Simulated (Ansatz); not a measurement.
Task: a point defect in a supercell of BaTiO3, space group Pm-3m, with Ansatz 0.2.0, Python API. Give the script and its output. Level of theory (first run): PBEsol, PAW, cutoff 470 eV, 2×2×4 k-points, Gaussian smearing of 0.02 eV.

```yaml
crystal:
  lattice:
    - [4.00600, 0.00000, 0.00000]
    - [0.00000, 4.00600, 0.00000]
    - [0.00000, 0.00000, 4.00600]
  atoms:
    - { symbol: Ba, position: [0.50000, 0.50000, 0.50000] }
    - { symbol: Ti, position: [0.00000, 0.00000, 0.00000] }
    - { symbol: O, position: [0.50000, 0.00000, 0.00000] }
    - { symbol: O, position: [0.00000, 0.50000, 0.00000] }
    - { symbol: O, position: [0.00000, 0.00000, 0.50000] }
```

The script, `batio3_defect.py`:
```python
import ansatz as az
import numpy as np

params = {
    "cutoff_ev": 470,
    "mesh": (2, 2, 4),
    "occupations": "gaussian",
    "smearing_width": 0.02,
}


def main() -> None:
    vectors = np.array([
        [4.006, 0.0, 0.0],
        [0.0, 4.006, 0.0],
        [0.0, 0.0, 4.006],
    ])
    crystal = (
        az.Lattice.of(vectors)
        .atom("Ba", (0.5, 0.5, 0.5))
        .atom("Ti", (0.0, 0.0, 0.0))
        .atom("O", (0.5, 0.0, 0.0))
        .atom("O", (0.0, 0.5, 0.0))
        .atom("O", (0.0, 0.0, 0.5))
    )
    host = crystal.supercell(2, 2, 1)
    defective = host.vacancy("Ba", at=(0.5, 0.5, 0.5))

    def settled(structure):
        return (
            structure.calculation()
            .functional(az.Functional.PBESOL)
            .basis(params["cutoff_ev"])
            .kpoints(*params["mesh"])
            .occupations(params["occupations"], width=params["smearing_width"])
            .band_table()
        )


    perfect = settled(host).run(threads=1).report
    setup = settled(defective).relax(force_tolerance=0.05, max_steps=25)
    outcome = setup.run(threads=1)
    summary = outcome.report

    n_host, n_defect = len(perfect["lattice"]["sites"]), len(summary["lattice"]["sites"])
    print(f"perfect cell: {n_host} atoms, F = {perfect['free_energy_ev']:.4f} eV")
    print(f"defect cell:  {n_defect} atoms, F = {summary['free_energy_ev']:.4f} eV")
    print(f"difference {summary['free_energy_ev'] - perfect['free_energy_ev']:.4f} eV (no chemical potentials)")

    pull = np.linalg.norm(summary["forces_ev_ang"], axis=1)
    for atom in np.argsort(-pull)[:5]:
        print(f"force on {outcome.lattice.sites[atom].symbol}{atom}: {pull[atom]:.3f} eV/A")

    start = np.array([site.position for site in defective.resolved().sites])
    step = np.array([site.position_frac for site in outcome.lattice.sites]) - start
    moved = np.linalg.norm((step - np.round(step)) @ outcome.lattice.cell_ang, axis=1)
    print("relaxation by atom (A):", " ".join(f"{site.symbol}:{d:.3f}" for site, d in zip(outcome.lattice.sites, moved)))


if __name__ == "__main__":
    main()
```

Output of `python batio3_defect.py`:
```text
perfect cell: 20 atoms, F = -40109.7495 eV
defect cell:  19 atoms, F = -34237.9997 eV
difference 5871.7499 eV (no chemical potentials)
force on Ti5: 0.002 eV/A
force on Ti10: 0.002 eV/A
force on Ti15: 0.002 eV/A
force on Ti0: 0.002 eV/A
force on O6: 0.002 eV/A
relaxation by atom (A): Ti:0.123 O:0.066 O:0.066 O:0.031 Ba:0.000 Ti:0.123 O:0.066 O:0.002 O:0.031 Ba:0.000 Ti:0.123 O:0.002 O:0.066 O:0.031 Ba:0.000 Ti:0.123 O:0.002 O:0.002 O:0.031
```

Notes:
- Absolute energies stand on the zero of these potentials, so only differences at equal settings mean something. A total without «per atom» is that of the cell as typed.
- No spin polarisation was allowed.
- Extra carriers fill band states at a few k-points, so forces and energy hang on the mesh.
- The difference holds no chemical potentials.
- This is a high-temperature or high-pressure form, not the ambient phase.
- The starting cell is as deposited in a crystallographic database; the results hold for this polymorph, which needn't be the stable one.
- The supercell is small, so the defect meets its images and the energies aren't those of an isolated defect; a partly filled defect level may also lower its energy by spin or distortion. For a charged cell the difference holds no correction, alignment or term for the electrons' reservoir.
- Timing: 100 s on 1 thread of Intel(R) Xeon(R) Processor @ 2.30GHz, with other jobs on the host, peak memory 0.89 GiB.
